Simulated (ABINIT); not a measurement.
# SiO2 (P4_2/mnm) in ABINIT: reference runs

How does SiO2 come out in PBE? The cell is run as given and disturbed.

Program: ABINIT 10.8.3 (patched build). These are calculated values, not measurements. Logs are shortened: lines on timing, memory, paths and dates and some standing lists are left out, and cuts for length are marked. The log counts tension as positive stress, the text compression.

## (1) The crystal as given

The structure is tetragonal, space group P4_2/mnm (No. 136). The conventional cell has a = 4.233 Å, b = 4.233 Å, c = 2.693 Å, α = 90.00°, β = 90.00°, γ = 90.00°. Si (site symmetry mmm) is surrounded by 6 O at 1.78 to 1.84 Å. O (site symmetry m2m) is surrounded by 3 Si at 1.78 to 1.84 Å.

The cell comes from a database or a generator and needn't be the stable form of this composition.

## (2) Single point, PBE

The input, run.abi:

```
# Pseudopotentials
pp_dirpath "./"
pseudos "Si.GGA_PBE-JTH.xml, O.GGA_PBE-JTH.xml"

# Structure
acell 7.9995300493 7.9995300493 5.089967868
rprim
     1.0000000000     0.0000000000     0.0000000000
     0.0000000000     1.0000000000     0.0000000000
     0.0000000000     0.0000000000     1.0000000000
ntypat 2
znucl 14 8
natom 6
typat 1 1 2 2 2 2
xcart
     0.0000000000     0.0000000000     0.0000000000
     2.1165845000     2.1165845000     1.3467475000
     3.4154858428     0.8176831572     1.3467475000
     1.2989013428     1.2989013428     0.0000000000
     0.8176831572     3.4154858428     1.3467475000
     2.9342676572     2.9342676572     0.0000000000 Angstrom

# Plane-wave basis
ecut 625.861884 eV
pawecutdg 45.0
pawxcdev 0

# k points
kptopt 1
ngkpt 6 6 10
nshiftk 1
shiftk 0.0 0.0 0.0

# Exchange and correlation
ixc 11

# Bands and occupations
nband 20
occopt 3
tsmear 0.05 eV

# SCF cycle
nstep 100
tolvrs 1.0e-9

# Output
iomode 3
prtwf 0
prtden 0
prteig 0
prtebands 0
enunit 1
```

Potentials or basis: JTH PAW PBE v2.0.

Command:

```bash
$ abinit run.abi > log 2>&1
```

run.abo:

```text
.Version 10.8.3 of ABINIT
 Symmetries : space group P4_2/m n m (#136); Bravais tP (primitive tetrag.)
================================================================================
 Values of the parameters that define the memory need of the present run
     intxc =       0    ionmov =       0      iscf =      17    lmnmax =       8
     lnmax =       4     mgfft =      36  mpssoang =       2    mqgrid =    3001
     natom =       6  nloc_mem =       2    nspden =       1   nspinor =       1
    nsppol =       1      nsym =      16    n1xccc =       1    ntypat =       2
    occopt =       3   xclevel =       2
       mpw =        1748          nfft =       31104          nkpt =          60
 PAW method is used; the additional fine FFT grid is defined by:
   mgfftf=        50    nfftf =     80000
================================================================================
================================================================================

--------------------------------------------------------------------------------
------------- Echo of variables that govern the present computation ------------
--------------------------------------------------------------------------------
 -outvars: echo values of preprocessed input variables --------
            acell      7.9995300493E+00  7.9995300493E+00  5.0899678680E+00 Bohr
              amu      2.80855000E+01  1.59994000E+01
             ecut      2.30000000E+01 Hartree
           enunit           1
                       outvar_i_n : Printing only first  50 k-points.
              ixc          11
                       outvar_i_n : Printing only first  50 k-points.
         kptrlatt        6    0    0      0    6    0      0    0   10
          kptrlen      4.79971803E+01
            natom           6
            nband          20
            ngfft          36      36      24
          ngfftdg          50      50      32
             nkpt          60
            nstep         100
             nsym          16
           ntypat           2
                       prtocc : prtvol=0, do not print more k-points.
           occopt           3
        pawecutdg      4.50000000E+01 Hartree
         pawxcdev           0
           prtden           0
        prtebands           0
           prteig           0
            prtwf           0
          spgroup         136
           tolvrs      1.00000000E-09
           tsmear      1.83746611E-03 Hartree
            typat      1  1  2  2  2  2
           useylm           1
                       outvars : Printing only first  50 k-points.
           xangst      7.1212974482E-10  7.1212974482E-10  4.6329227232E-10
                       2.1165844993E+00  2.1165844993E+00  1.3467474995E+00
                       3.4154858414E+00  8.1768315720E-01  1.3467474995E+00
                       1.2989013428E+00  1.2989013428E+00  4.6329227232E-10
                       8.1768315720E-01  3.4154858414E+00  1.3467474995E+00
                       2.9342676558E+00  2.9342676558E+00  4.6329227232E-10
            xcart      1.3457301838E-09  1.3457301838E-09  8.7549551094E-10
[... 188 lines left out ...]
    6     -0.04807095135194    -0.04807095135194    -0.00000000000000
 frms,max,avg= 3.2047301E-02 4.8070951E-02   0.000E+00  0.000E+00  0.000E+00 e/A
 length scales=  7.999530049300  7.999530049300  5.089967868000 bohr
              =  4.233168997151  4.233168997151  2.693494998147 angstroms
 Fermi (or HOMO) energy (eV) =   9.74620   Average Vxc (eV)= -12.06078
 Eigenvalues (   eV  ) for nkpt=  60  k points:
 kpt#   1, nband= 20, wtk=  0.00278, kpt=  0.0000  0.0000  0.0000 (reduced coord)
 -14.52899  -11.07043  -11.07043  -10.90191   -2.93716    1.45546    1.45546    1.76149
   2.45578    2.75302    4.67777    4.67777    5.17039    6.82773    6.82773    7.68495
  12.67038   14.30435   15.91611   15.91611
 prteigrs : prtvol=0 or 1, do not print more k-points.

--- !EnergyTerms
iteration_state     : {dtset: 1, }
comment             : Components of total free energy in Hartree
kinetic             :  3.46753692696095E+01
hartree             :  1.62771978159311E+01
xc                  : -1.69264742756732E+01
Ewald energy        : -6.31235862490513E+01
psp_core            :  2.73434259888499E+00
local_psp           : -5.42401120035395E+01
PAW spherical_terms :  7.76530176807498E+00
internal            : -7.28379610757634E+01
'-kT*entropy'       :  2.50589210949790E-15
total_energy        : -7.28379610757634E+01
total_energy_eV     : -1.98202189220233E+03
...

--- !EnergyTermsDC
iteration_state     : {dtset: 1, }
comment             : '"Double-counting" decomposition of free energy'
band_energy         : -7.86184199408764E-01
Ewald energy        : -6.31235862490513E+01
psp_core            :  2.73434259888499E+00
xc_dc               : -1.39750743849423E+01
PAW spherical_terms :  2.31255353545661E+00
internal            : -7.28379486990607E+01
'-kT*entropy'       :  2.50589210949790E-15
total_energy_dc     : -7.28379486990607E+01
total_energy_dc_eV  : -1.98202155541509E+03
...

--- !EnergyTermsWithPAWCore
iteration_state     : {dtset: 1, }
comment             : 'Components of total free energy, including PAW core contributions'
Total energy        : -8.81384703668233E+02
Total energy DC     : -8.81384691291530E+02
Total energy (eV)   : -2.39836996028158E+04
Total energy DC (eV): -2.39836992660285E+04
...

 Cartesian components of stress tensor (hartree/bohr^3)
  sigma(1 1)=  6.98508542E-05  sigma(3 2)=  0.00000000E+00
  sigma(2 2)=  6.98508542E-05  sigma(3 1)=  0.00000000E+00
  sigma(3 3)=  1.08786614E-04  sigma(2 1)=  0.00000000E+00

-Cartesian components of stress tensor (GPa)         [Pressure= -2.4369E+00 GPa]
- sigma(1 1)=  2.05508308E+00  sigma(3 2)=  0.00000000E+00
- sigma(2 2)=  2.05508308E+00  sigma(3 1)=  0.00000000E+00
- sigma(3 3)=  3.20061268E+00  sigma(2 1)=  0.00000000E+00

== END DATASET(S) ==============================================================
================================================================================

 -outvars: echo values of variables after computation  --------
            acell      7.9995300493E+00  7.9995300493E+00  5.0899678680E+00 Bohr
           etotal     -7.2837948699E+01
            fcart     -0.0000000000E+00 -0.0000000000E+00 -0.0000000000E+00
                      -0.0000000000E+00 -0.0000000000E+00 -0.0000000000E+00
                       9.3483116643E-04 -9.3483116643E-04 -0.0000000000E+00
                       9.3483116643E-04  9.3483116643E-04 -0.0000000000E+00
                      -9.3483116643E-04  9.3483116643E-04 -0.0000000000E+00
                      -9.3483116643E-04 -9.3483116643E-04 -0.0000000000E+00
           strten      6.9850854180E-05  6.9850854180E-05  1.0878661375E-04
                       0.0000000000E+00  0.0000000000E+00  0.0000000000E+00
           xangst      7.1212974482E-10  7.1212974482E-10  4.6329227232E-10
                       2.1165844993E+00  2.1165844993E+00  1.3467474995E+00
                       3.4154858414E+00  8.1768315720E-01  1.3467474995E+00
                       1.2989013428E+00  1.2989013428E+00  4.6329227232E-10
                       8.1768315720E-01  3.4154858414E+00  1.3467474995E+00
                       2.9342676558E+00  2.9342676558E+00  4.6329227232E-10
             xred      1.6822615523E-10  1.6822615523E-10  1.7200413316E-10
                       5.0000000017E-01  5.0000000017E-01  5.0000000017E-01
                       8.0683900021E-01  1.9316100013E-01  5.0000000017E-01
                       3.0683900021E-01  3.0683900021E-01  1.7200413316E-10
                       1.9316100013E-01  8.0683900021E-01  5.0000000017E-01
                       6.9316100013E-01  6.9316100013E-01  1.7200413316E-10
 Calculation completed.
```

Wall time 1.7 min (1 thread of Intel Xeon Platinum 8375C at 2.90GHz (Ice Lake), shared host); peak memory 0.14 GiB.

What came out:

```
Free energy                                           : -1982.0216 eV
Pressure                                              : -2.4 GPa
Largest force                                         : 0.068 eV/Å
Band gap on the k mesh                                : 4.99 eV, direct
Valence electrons inside the program's atomic spheres : Si 1.65; O 4.70
```

Forces on the atoms (eV/Å):
```
Si   0.000  0.000  0.000
Si   0.000  0.000  0.000
O    0.048 -0.048  0.000
O    0.048  0.048  0.000
O   -0.048  0.048  0.000
O   -0.048 -0.048  0.000
```

A k mesh can miss the band edges. PBE gaps usually lie below the measured ones, often by a third to a half.

## (3) Single point, PBE (atoms moved at random, drawn with an rms of 0.05 Å)

The input, run.abi:

```
# Pseudopotentials
pp_dirpath "./"
pseudos "Si.GGA_PBE-JTH.xml, O.GGA_PBE-JTH.xml"

# Structure
acell 7.9995300493 7.9995300493 5.089967868
rprim
     1.0000000000     0.0000000000     0.0000000000
     0.0000000000     1.0000000000     0.0000000000
     0.0000000000     0.0000000000     1.0000000000
ntypat 2
znucl 14 8
natom 6
typat 1 1 2 2 2 2
xred
     0.0001840000     0.0022290000    -0.0061040000
     0.5033150000     0.5020160000     0.5105560000
     0.8094830000     0.1958540000     0.4786810000
     0.2940330000     0.3152430000     0.0004530000
     0.1947930000     0.8069900000     0.4993930000
     0.7058880000     0.6901510000     0.0177090000
chkprim 0
chksymtnons 0
tolsym 1.0e-6

# Plane-wave basis
ecut 23.0
pawecutdg 45.0
pawxcdev 0

# k points
kptopt 1
ngkpt 6 6 10
nshiftk 1
shiftk 0.0 0.0 0.0

# Exchange and correlation
ixc 11

# Bands and occupations
nband 20
occopt 3
tsmear 0.00183747

# SCF cycle
nstep 100
tolvrs 1.0e-9

# Output
iomode 3
prtwf 0
prtden 0
prteig 0
prtebands 0
```

Potentials or basis: JTH PAW PBE v2.0.

Command:

```bash
$ abinit run.abi > log 2>&1
```

run.abo:

```text
.Version 10.8.3 of ABINIT
 Symmetries : space group P1 (#  1); Bravais aP (primitive triclinic)
================================================================================
 Values of the parameters that define the memory need of the present run
     intxc =       0    ionmov =       0      iscf =      17    lmnmax =       8
     lnmax =       4     mgfft =      36  mpssoang =       2    mqgrid =    3001
     natom =       6  nloc_mem =       2    nspden =       1   nspinor =       1
    nsppol =       1      nsym =       1    n1xccc =       1    ntypat =       2
    occopt =       3   xclevel =       2
       mpw =        1748          nfft =       31104          nkpt =         184
 PAW method is used; the additional fine FFT grid is defined by:
   mgfftf=        50    nfftf =     80000
================================================================================
================================================================================

--------------------------------------------------------------------------------
------------- Echo of variables that govern the present computation ------------
--------------------------------------------------------------------------------
 -outvars: echo values of preprocessed input variables --------
            acell      7.9995300493E+00  7.9995300493E+00  5.0899678680E+00 Bohr
              amu      2.80855000E+01  1.59994000E+01
          chkprim           0
      chksymtnons           0
             ecut      2.30000000E+01 Hartree
                       outvar_i_n : Printing only first  50 k-points.
              ixc          11
                       outvar_i_n : Printing only first  50 k-points.
         kptrlatt        6    0    0      0    6    0      0    0   10
          kptrlen      4.79971803E+01
            natom           6
            nband          20
            ngfft          36      36      24
          ngfftdg          50      50      32
             nkpt         184
            nstep         100
             nsym           1
           ntypat           2
                       prtocc : prtvol=0, do not print more k-points.
           occopt           3
        pawecutdg      4.50000000E+01 Hartree
         pawxcdev           0
           prtden           0
        prtebands           0
           prteig           0
            prtwf           0
          spgroup           1
[... 217 lines left out ...]

--- !EnergyTerms
iteration_state     : {dtset: 1, }
comment             : Components of total free energy in Hartree
kinetic             :  3.46602771970714E+01
hartree             :  1.62589717258376E+01
xc                  : -1.69222115152007E+01
Ewald energy        : -6.31585389746101E+01
psp_core            :  2.73434259888499E+00
local_psp           : -5.41712972395162E+01
PAW spherical_terms :  7.76486239059743E+00
internal            : -7.28335938169356E+01
'-kT*entropy'       : -1.14135298593852E-13
total_energy        : -7.28335938169358E+01
total_energy_eV     : -1.98190305303553E+03
...

--- !EnergyTermsDC
iteration_state     : {dtset: 1, }
comment             : '"Double-counting" decomposition of free energy'
band_energy         : -7.63757052806874E-01
Ewald energy        : -6.31585389746101E+01
psp_core            :  2.73434259888499E+00
xc_dc               : -1.39579847968558E+01
PAW spherical_terms :  2.31234447525541E+00
internal            : -7.28335937501324E+01
'-kT*entropy'       : -1.14135298593852E-13
total_energy_dc     : -7.28335937501325E+01
total_energy_dc_eV  : -1.98190305121772E+03
...

--- !EnergyTermsWithPAWCore
iteration_state     : {dtset: 1, }
comment             : 'Components of total free energy, including PAW core contributions'
Total energy        : -8.81380336409405E+02
Total energy DC     : -8.81380336342602E+02
Total energy (eV)   : -2.39835807636490E+04
Total energy DC (eV): -2.39835807618312E+04
...

 Cartesian components of stress tensor (hartree/bohr^3)
  sigma(1 1)=  1.51289529E-04  sigma(3 2)= -2.29210892E-06
  sigma(2 2)=  5.56643757E-05  sigma(3 1)=  2.21931392E-05
  sigma(3 3)=  9.58843989E-05  sigma(2 1)=  1.43560665E-05

-Cartesian components of stress tensor (GPa)         [Pressure= -2.9699E+00 GPa]
- sigma(1 1)=  4.45109161E+00  sigma(3 2)= -6.74361728E-02
- sigma(2 2)=  1.63770248E+00  sigma(3 1)=  6.52944697E-01
- sigma(3 3)=  2.82101641E+00  sigma(2 1)=  4.22370060E-01

== END DATASET(S) ==============================================================
================================================================================

 -outvars: echo values of variables after computation  --------
            acell      7.9995300493E+00  7.9995300493E+00  5.0899678680E+00 Bohr
           etotal     -7.2833593750E+01
            fcart      7.3287392955E-03 -3.0731667573E-03 -3.1259372782E-03
                      -6.9914253485E-03 -9.5864708609E-04 -3.8595742301E-03
                      -1.1149389943E-02 -3.9689511972E-03  2.2315191097E-02
                       2.3878881556E-02  1.7617709583E-03 -1.4624894531E-03
                       4.6275724833E-03  8.6893419682E-03  2.6906867445E-03
                      -1.7694378043E-02 -2.4503478858E-03 -1.6557876881E-02
           strten      1.5128952879E-04  5.5664375731E-05  9.5884398865E-05
                      -2.2921089237E-06  2.2193139164E-05  1.4356066529E-05
           xangst      7.7890309548E-04  9.4357336947E-03 -1.6441093469E-02
                       2.1306174538E+00  2.1251185673E+00  1.3751800323E+00
                       3.4266783393E+00  8.2908308077E-01  1.2893248792E+00
                       1.2446913797E+00  1.3344768942E+00  1.2201532342E-03
                       8.2459168846E-01  3.4161250490E+00  1.3451125476E+00
                       2.9881431971E+00  2.9215258166E+00  4.7699102922E-02
             xred      1.8400000000E-04  2.2290000000E-03 -6.1040000000E-03
                       5.0331500000E-01  5.0201600000E-01  5.1055600000E-01
                       8.0948300000E-01  1.9585400000E-01  4.7868100000E-01
                       2.9403300000E-01  3.1524300000E-01  4.5300000000E-04
                       1.9479300000E-01  8.0699000000E-01  4.9939300000E-01
                       7.0588800000E-01  6.9015100000E-01  1.7709000000E-02
 Calculation completed.
```

It took 5.2 min on 1 thread of Intel Xeon Platinum 8375C at 2.90GHz (Ice Lake), shared host; peak memory 0.23 GiB.

What came out:

- Free energy: -1981.9031 eV
- Pressure: -3.0 GPa
- Largest force: 1.299 eV/Å
- Band gap on the k mesh: 4.87 eV, direct

Forces on the atoms (eV/Å):
```
Si   0.377 -0.158 -0.161
Si  -0.360 -0.049 -0.198
O   -0.573 -0.204  1.147
O    1.228  0.091 -0.075
O    0.238  0.447  0.138
O   -0.910 -0.126 -0.851
```

Caveat: the atomic spheres overlap. A k mesh can miss the band edges.
